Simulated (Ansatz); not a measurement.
# Al3Cu2: the cost of one run

Program: Ansatz 0.2.0. Level of theory: DFT PBE, scalar-relativistic, plane waves, PAW. These are calculated values, not measurements.

2 further runs of the same task are left out: 1 that didn't finish, 1 set aside as unsound or not needed.

### 1 The structure to begin with

It takes space group P4/mmm (No. 123, tetragonal). Conventional cell: a = 3.821 Å, b = 3.821 Å, c = 5.317 Å, α = 90.00°, β = 90.00°, γ = 90.00°. Al (site symmetry 4/mmm) is surrounded by 4 Cu at 1.91 Å. Al (site symmetry mmm) has 2 Cu at 2.66 Å and 4 Al at 2.70 Å as nearest neighbours. Cu (site symmetry mmm) has 2 Al at 1.91 Å as nearest neighbours.

Structure file:

```cif
data_structure
_symmetry_space_group_name_H-M 'P 1'
_symmetry_Int_Tables_number 1
_cell_length_a 3.8209
_cell_length_b 3.8209
_cell_length_c 5.3165
_cell_angle_alpha 90.000
_cell_angle_beta 90.000
_cell_angle_gamma 90.000
_cell_volume 77.62
loop_
_atom_site_label
_atom_site_type_symbol
_atom_site_fract_x
_atom_site_fract_y
_atom_site_fract_z
_atom_site_occupancy
Al1 Al 0.50000 0.50000 0.00000 1
Al2 Al 0.00000 0.50000 0.50000 1
Al3 Al 0.50000 0.00000 0.50000 1
Cu1 Cu 0.00000 0.50000 0.00000 1
Cu2 Cu 0.50000 0.00000 0.00000 1
```

Recipe of the guess: random cell by space group and Wyckoff sites (P4/mmm, No. 123). The dimensions are guesses.

### 2 The guess as it stands, on a coarse mesh

File input.yaml:

```yaml
crystal:
  lattice:
    - [3.8208945, 0.0, 0.0]
    - [0.0, 3.8208945, 0.0]
    - [0.0, 0.0, 5.31654868]
  atoms:
    - { symbol: Al, position: [0.5, 0.5, 0.0] }
    - { symbol: Al, position: [0.0, 0.5, 0.5] }
    - { symbol: Al, position: [0.5, 0.0, 0.5] }
    - { symbol: Cu, position: [0.0, 0.5, 0.0] }
    - { symbol: Cu, position: [0.5, 0.0, 0.0] }
basis:
  ecutwfc: 420
kpoints:
  mp_grid: { grid: [4, 4, 4] }
hamiltonian:
  xc: pbe
scf:
  occupations: { method: gaussian, width: 0.1 }
  lower_state_search: "off"
output:
  forces: true
  stress: true
  eigenvalues: true
```

The run is started by

```
$ ansatz run input.yaml --threads 1 --pin off --max-ram 2560MiB --backend cpu --events-out ev --progress --plain --runs-dir out
```

Q: Estimate wall time and peak memory on 1 thread of Intel Xeon Platinum 8488C (Sapphire Rapids), shared host.

About 2.1 s, with a peak of 0.4 GiB.
